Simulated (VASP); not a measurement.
A run of VASP 6.6.1:

The input INCAR:

```
SYSTEM = HgSe
ALGO = Fast
EDIFF = 1E-6
ENCUT = 520
GGA = PS
ISIF = 2
ISMEAR = -1
LASPH = .True.
LCHARG = .False.
LREAL = .False.
LWAVE = .False.
NBANDS = 16
NELM = 100
PREC = Accurate
SIGMA = 0.15
```

File KPOINTS:

```
k-points
0
Gamma
  12 12 12
  0 0 0
```

The input POSCAR:

```
HgSe
1.0
    0.0000000000      3.0669646843      3.0669646843
    3.0669646843      0.0000000000      3.0669646843
    3.0669646843      3.0669646843      0.0000000000
Hg Se
1 1
Direct
    0.0000000000      0.0000000000      0.0000000000
    0.2500000000      0.2500000000      0.2500000000
```

Potentials or basis: VASP PAW PBE potentials, release 64 (Hg, Se).

The run is started by

```bash
$ cat potpaw_PBE.64/Hg/POTCAR potpaw_PBE.64/Se/POTCAR > POTCAR
$ mpirun -np 1 vasp_std > vasp.out
```

Hardware: 1 thread of Intel(R) Xeon(R) Platinum 8488C (Sapphire Rapids) (shared host).

Question: How long does it take, and how much memory?

Answer: It took 32 s on 1 thread of Intel(R) Xeon(R) Platinum 8488C (Sapphire Rapids), on a shared host, peak memory 0.22 GiB. Counts: scf iterations 12, k points 72.
